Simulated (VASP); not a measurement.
# BN (F-43m) in VASP: notebook, part 2 of 2

VASP 6.6.1. Earlier steps stand in the parts before.

## 3. Band structure, rSCAN

INCAR reads:

```
SYSTEM = BN
  ALGO = Normal
  EDIFF = 1E-6
  ENCUT = 520
  ISIF = 2
  ISMEAR = -1
  LASPH = .True.
  LCHARG = .False.
  LMIXTAU = .True.
  LREAL = .False.
  LWAVE = .False.
  METAGGA = RSCAN
  NBANDS = 11
  NELM = 60
  PREC = Accurate
  SIGMA = 0.05
```

KPOINTS reads:

```
k-points
0
Gamma
  13 13 13
  0 0 0
```

POSCAR reads:

```
BN
1.0
    0.0000000000      1.8130010000      1.8130010000
    1.8130010000      0.0000000000      1.8130010000
    1.8130010000      1.8130010000      0.0000000000
N B
1 1
Direct
    0.2500000000      0.2500000000      0.2500000000
    0.0000000000      0.0000000000      0.0000000000
```

KPOINTS_OPT reads:

```
path GXWKGLUWLK,UX
20
line-mode
reciprocal
 0.0000000000  0.0000000000  0.0000000000  G
 0.5000000000  0.0000000000  0.5000000000  X

 0.5000000000  0.0000000000  0.5000000000  X
 0.5000000000  0.2500000000  0.7500000000  W

 0.5000000000  0.2500000000  0.7500000000  W
 0.3750000000  0.3750000000  0.7500000000  K

 0.3750000000  0.3750000000  0.7500000000  K
 0.0000000000  0.0000000000  0.0000000000  G

 0.0000000000  0.0000000000  0.0000000000  G
 0.5000000000  0.5000000000  0.5000000000  L

 0.5000000000  0.5000000000  0.5000000000  L
 0.6250000000  0.2500000000  0.6250000000  U

 0.6250000000  0.2500000000  0.6250000000  U
 0.5000000000  0.2500000000  0.7500000000  W

 0.5000000000  0.2500000000  0.7500000000  W
 0.5000000000  0.5000000000  0.5000000000  L

 0.5000000000  0.5000000000  0.5000000000  L
 0.3750000000  0.3750000000  0.7500000000  K

 0.6250000000  0.2500000000  0.6250000000  U
 0.5000000000  0.0000000000  0.5000000000  X
```

Potentials or basis: VASP PAW PBE potentials, release 64 (N, B).

Launch:

```
cat potpaw_PBE.64/N/POTCAR potpaw_PBE.64/B/POTCAR > POTCAR
mpirun -np 1 vasp_std > vasp.out
```

OUTCAR:

```text
SYSTEM = BN
   EDIFF = 1E-6
   ENCUT = 520
   ISIF = 2
   ISMEAR = -1
   LASPH = .True.
   LREAL = .False.
   METAGGA = RSCAN
   NELM = 60
   PREC = Accurate

 ion  position               nearest neighbor table
   1  0.250  0.250  0.250-   2 1.57   2 1.57   2 1.57   2 1.57
   2  0.000  0.000  0.000-   1 1.57   1 1.57   1 1.57   1 1.57

  LATTYP: Found a face centered cubic cell.
 ALAT       =     3.6260020000

  Lattice vectors:

 A1 = (   0.0000000000,   1.8130010000,   1.8130010000)
 A2 = (   1.8130010000,   0.0000000000,   1.8130010000)
 A3 = (   1.8130010000,   1.8130010000,   0.0000000000)

Analysis of symmetry for initial positions (statically):
=====================================================================
 Subroutine PRICEL returns:
 Original cell was already a primitive cell.

 Routine SETGRP: Setting up the symmetry group for a
 face centered cubic supercell.

 Subroutine GETGRP returns: Found 24 space group operations
 (whereof 24 operations were pure point group operations)
 out of a pool of 48 trial point group operations.

The static configuration has the point symmetry T_d .

Analysis of symmetry for dynamics (positions and initial velocities):
[... 166 lines left out ...]
 k-point     1 :       0.0000    0.0000    0.0000
  band No.  band energies     occupation
      1     -14.0903      2.00000
      2       7.0445      2.00000
      3       7.0445      2.00000
      4       7.0445      2.00000
      5      16.5010      0.00000
      6      16.5010      0.00000
      7      16.5010      0.00000
      8      17.9613      0.00000
      9      33.0118      0.00000
     10      35.6739      0.00000
     11      35.6739      0.00000
[... 309 lines left out ...]
 k-point    24 :       0.4615    0.1538    0.0000
  band No.  band energies     occupation
      1     -10.0633      2.00000
      2      -2.4981      2.00000
      3       3.6700      2.00000
      4       4.1382      2.00000
      5      16.5723      0.00000
      6      19.8435      0.00000
      7      20.3502      0.00000
      8      22.6294      0.00000
      9      29.0890      0.00000
     10      34.5835      0.00000
     11      36.3614      0.00000

 [... further k-points ...]
[... 5 lines left out ...]
  --------------------------------------------------------------------------------------
  -------------------------------------------------------------------------------------
  Total       -0.5037234     -0.5037234     -0.5037234     -0.0000000      0.0000000      0.0000000
  in kB      -67.7140184    -67.7140184    -67.7140184     -0.0000000      0.0000000      0.0000000
  external PRESSURE =     -67.7140184 kB  Pullay stress =       0.0000000 kB

 VOLUME and BASIS-vectors are now :
 -----------------------------------------------------------------------------
  energy-cutoff  :      520.00
  volume of cell :       11.92
      direct lattice vectors                 reciprocal lattice vectors
     0.000000000  1.813001000  1.813001000    -0.275785838  0.275785838  0.275785838
     1.813001000  0.000000000  1.813001000     0.275785838 -0.275785838  0.275785838
     1.813001000  1.813001000  0.000000000     0.275785838  0.275785838 -0.275785838

 POSITION                                       TOTAL-FORCE (eV/Angst)
 -----------------------------------------------------------------------------------
      0.90650      0.90650      0.90650         0.000000     -0.000000      0.000000
      0.00000      0.00000      0.00000        -0.000000      0.000000     -0.000000
 -----------------------------------------------------------------------------------
    total drift:                                0.000000      0.000000      0.000000

  FREE ENERGIE OF THE ION-ELECTRON SYSTEM (eV)
  ---------------------------------------------------
  free  energy   TOTEN  =       -19.9306074257 eV

  energy  without entropy=      -19.9306074257  energy(sigma->0) =      -19.93060743
```

OSZICAR:

```text
N       E                     dE             d eps       ncg     rms          rms(c)
DAV:   1     0.565074010031E+01    0.56507E+01   -0.51663E+03  1928   0.744E+02
DAV:   2    -0.226132686407E+02   -0.28264E+02   -0.27557E+02  2221   0.168E+02
DAV:   3    -0.231059596997E+02   -0.49269E+00   -0.49212E+00  2211   0.190E+01
[... 28 lines left out ...]
DAV:   4    -0.886603998396E+03   -0.35864E-01     1974
DAV:   5    -0.886604027401E+03   -0.29004E-04     2088
DAV:   6    -0.886604027436E+03   -0.35179E-07     2022
       N       E                     dE             ncg
DAV:   1     0.239242295106E+05   -0.14202E+05      728
DAV:   2     0.230653083375E+05   -0.85892E+03      844
DAV:   3     0.230498739449E+05   -0.15434E+02      821
DAV:   4     0.230498580792E+05   -0.15866E-01      755
DAV:   5     0.230498580670E+05   -0.12236E-04      812
DAV:   6     0.230498580669E+05   -0.14865E-07      739
```

Run time: 88 s. Hardware: 1 thread of Intel Xeon Platinum 8259CL at 2.50GHz (Skylake/Cascade Lake), shared host; peak memory 0.14 GiB.

Results:

| Property | Result |
| --- | --- |
| Free energy | -19.9306 eV |
| Pressure | -6.8 GPa |
| Band gap on the k mesh | 5.07 eV, indirect (least direct gap 9.46 eV) |
| Band gap along the path | 5.00 eV, indirect (least direct gap 9.46 eV) |

Levels at the corners of the path, in eV from the valence-band top:
| point | band 1 | band 2 | band 3 | band 4 | band 5 | band 6 | band 7 | band 8 | band 9 |
| --- | --- | --- | --- | --- | --- | --- | --- | --- | --- |
| Γ | -21.13 | 0.00 | 0.00 | 0.00 | 9.46 | 9.46 | 9.46 | 10.92 | 25.97 |
| X | -15.49 | -9.24 | -5.04 | -5.04 | 5.00 | 9.77 | 19.06 | 19.06 | 22.01 |
| X | -15.49 | -9.24 | -5.04 | -5.04 | 5.00 | 9.77 | 19.06 | 19.06 | 22.01 |
| W | -15.20 | -7.91 | -7.12 | -6.60 | 10.30 | 14.11 | 15.37 | 15.41 | 20.50 |
| W | -15.20 | -7.91 | -7.12 | -6.60 | 10.30 | 14.11 | 15.37 | 15.41 | 20.50 |
| K | -15.43 | -8.44 | -7.81 | -4.19 | 7.49 | 13.59 | 16.81 | 17.71 | 19.75 |
| K | -15.43 | -8.44 | -7.81 | -4.19 | 7.49 | 13.59 | 16.81 | 17.71 | 19.75 |
| Γ | -21.13 | 0.00 | 0.00 | 0.00 | 9.46 | 9.46 | 9.46 | 10.92 | 25.97 |
| Γ | -21.13 | 0.00 | 0.00 | 0.00 | 9.46 | 9.46 | 9.46 | 10.92 | 25.97 |
| L | -16.89 | -10.97 | -2.00 | -2.00 | 10.66 | 11.40 | 11.40 | 16.30 | 24.74 |
| L | -16.89 | -10.97 | -2.00 | -2.00 | 10.66 | 11.40 | 11.40 | 16.30 | 24.74 |
| U | -15.43 | -8.44 | -7.81 | -4.19 | 7.49 | 13.59 | 16.81 | 17.71 | 19.75 |
| U | -15.43 | -8.44 | -7.81 | -4.19 | 7.49 | 13.59 | 16.81 | 17.71 | 19.75 |
| W | -15.20 | -7.91 | -7.12 | -6.60 | 10.30 | 14.11 | 15.37 | 15.41 | 20.50 |
| W | -15.20 | -7.91 | -7.12 | -6.60 | 10.30 | 14.11 | 15.37 | 15.41 | 20.50 |
| L | -16.89 | -10.97 | -2.00 | -2.00 | 10.66 | 11.40 | 11.40 | 16.30 | 24.74 |
| L | -16.89 | -10.97 | -2.00 | -2.00 | 10.66 | 11.40 | 11.40 | 16.30 | 24.74 |
| K | -15.43 | -8.44 | -7.81 | -4.19 | 7.49 | 13.59 | 16.81 | 17.71 | 19.75 |
| U | -15.43 | -8.44 | -7.81 | -4.19 | 7.49 | 13.59 | 16.81 | 17.71 | 19.75 |
| X | -15.49 | -9.24 | -5.04 | -5.04 | 5.00 | 9.77 | 19.06 | 19.06 | 22.01 |

Caveat: the PAW data sets were made with another functional, which shifts forces and pressure a little.

## 4. Band structure, TPSS

INCAR reads:

```
  ALGO = Normal
  EDIFF = 1E-6
  ENCUT = 520
  ISIF = 2
  ISMEAR = -1
  LASPH = True
  LCHARG = False
  LMIXTAU = True
  LREAL = False
  LWAVE = False
  METAGGA = TPSS
  NELM = 60
  PREC = Accurate
  SIGMA = 0.05
```

KPOINTS reads:

```
k-points
0
Gamma
  13 13 13
```

POSCAR is that of step 3.

KPOINTS_OPT: that of step 3 with these lines changed.

```diff
@@ -1,3 +1,3 @@
 path GXWKGLUWLK,UX
-20
+15
 line-mode
```

Launch:

```
cat potpaw_PBE.64/N/POTCAR potpaw_PBE.64/B/POTCAR > POTCAR
mpirun -np 1 vasp_std > vasp.out
```

Run time: 94 s. Hardware: 1 thread of Intel Xeon Platinum 8259CL at 2.50GHz (Skylake/Cascade Lake), shared host; peak memory 0.13 GiB.

Results (log left out):

* Free energy: -20.4851 eV
* Pressure: -0.2 GPa
* Band gap on the k mesh: 4.53 eV, indirect (least direct gap 9.21 eV)
* Band gap along the path: 4.45 eV, indirect (least direct gap 9.21 eV)

Levels at the corners of the path, in eV from the valence-band top:
```
point  band 2  band 3  band 4  band 5  band 6  band 7
    Γ    0.00    0.00    0.00    9.21    9.21    9.21
    X   -8.99   -4.89   -4.89    4.45    9.39   18.36
    X   -8.99   -4.89   -4.89    4.45    9.39   18.36
    W   -7.65   -6.98   -6.51    9.64   13.61   14.72
    W   -7.65   -6.98   -6.51    9.64   13.61   14.72
    K   -8.19   -7.68   -4.06    6.96   13.08   16.23
    K   -8.19   -7.68   -4.06    6.96   13.08   16.23
    Γ    0.00    0.00    0.00    9.21    9.21    9.21
    Γ    0.00    0.00    0.00    9.21    9.21    9.21
    L  -10.76   -1.92   -1.92   10.25   11.05   11.05
    L  -10.76   -1.92   -1.92   10.25   11.05   11.05
    U   -8.19   -7.68   -4.06    6.96   13.08   16.23
    U   -8.19   -7.68   -4.06    6.96   13.08   16.23
    W   -7.65   -6.98   -6.51    9.64   13.61   14.72
    W   -7.65   -6.98   -6.51    9.64   13.61   14.72
    L  -10.76   -1.92   -1.92   10.25   11.05   11.05
    L  -10.76   -1.92   -1.92   10.25   11.05   11.05
    K   -8.19   -7.68   -4.06    6.96   13.08   16.23
    U   -8.19   -7.68   -4.06    6.96   13.08   16.23
    X   -8.99   -4.89   -4.89    4.45    9.39   18.36
```

Caveat: the PAW data sets were made with another functional, which shifts forces and pressure a little.

## 5. Overview

| level | gap on the mesh (eV) | pressure (GPa) |
| --- | --- | --- |
| SCAN | 5.02 | -6.1 |
| rSCAN | 5.07 | -6.8 |
| TPSS | 4.53 | -0.2 |

Alike in all rows: task band structure; potentials or basis VASP PAW PBE potentials, release 64 (N, B); no spin polarisation; cell as given; k mesh 13 × 13 × 13; cutoff (eV) 520; smearing fermi-dirac 0.05 eV.

On the cell as given the gap runs from 4.45 eV (TPSS) to 5.00 eV (rSCAN). The pressure there spans -6.8 GPa (rSCAN) to -0.2 GPa (TPSS); a positive pressure means that this level wants a larger cell, a negative one a smaller.

Caveats: the PAW data sets were made with another functional, which shifts forces and pressure a little.

Total energies depend on the potentials used, so only differences within one code and one set of settings carry meaning.

## 6. Against experiment

Step 2. Against the measured gap of BN, 6.4 eV (indirect; 300 K; a printed reference work, monograph), the calculated 4.95 eV is off by -1.45 eV. The value is that of SCAN, without temperature or zero-point motion. The cell is a database's relaxed one, not the measured one, which moves gaps too.

Step 3. Against the measured gap of BN, 6.4 eV (indirect; 300 K; a printed reference work, monograph), the calculated 5.00 eV is off by -1.40 eV. The value is that of rSCAN, without temperature or zero-point motion. The cell is a database's relaxed one, not the measured one, which moves gaps too.

Step 4. A measured gap of BN is 6.4 eV (indirect; 300 K; a printed reference work, monograph); the calculated 4.45 eV misses it by -1.95 eV. The value is that of TPSS, without temperature or zero-point motion. The cell is a database's relaxed one, not the measured one, which moves gaps too.
